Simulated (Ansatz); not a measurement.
PtS2:

```
CELL_PARAMETERS angstrom
3.54320 0.00000 0.00000
-1.77160 3.06850 0.00000
0.00000 0.00000 5.03880
ATOMIC_POSITIONS crystal
Pt 0.00000 0.00000 0.00000
S 0.66667 0.33333 0.77300
S 0.33333 0.66667 0.22700
```

Base run:

| Property | Result |
| --- | --- |
| Program | Ansatz 0.2.0 |
| Functional | PBE |
| Potentials or basis | Ansatz PAW |
| Cutoff | 420 eV (not typed: the program's choice for these potentials) |
| k mesh | 9 × 9 × 5 |
| Occupations | fermi-dirac, width 0.05 eV |
| Spin | no spin polarisation |

Its results: band gap on the k mesh 1.02 eV, indirect (least direct gap 1.07 eV); pressure 11.6 GPa; largest force 1.257 eV/Å.

Question: The run is repeated on the same cell with these changes: functional from PBE to LDA. What comes out?

Answer: Band gap on the k mesh 0.90 eV, indirect (least direct gap 0.95 eV); pressure 3.6 GPa; largest force 0.805 eV/Å.

LDA binds more tightly than PBE, so the same cell stands under less pressure.

Caveats: spin-orbit coupling is left out, which moves the levels of the heavy elements; forces of over 1 eV/Å show positions far from the minimum, so gaps and moduli don't describe the material at rest (some runs); the PAW data sets come from PBE, with cores solved anew for the run's functional, which leaves a small shift of forces and pressure (some runs).
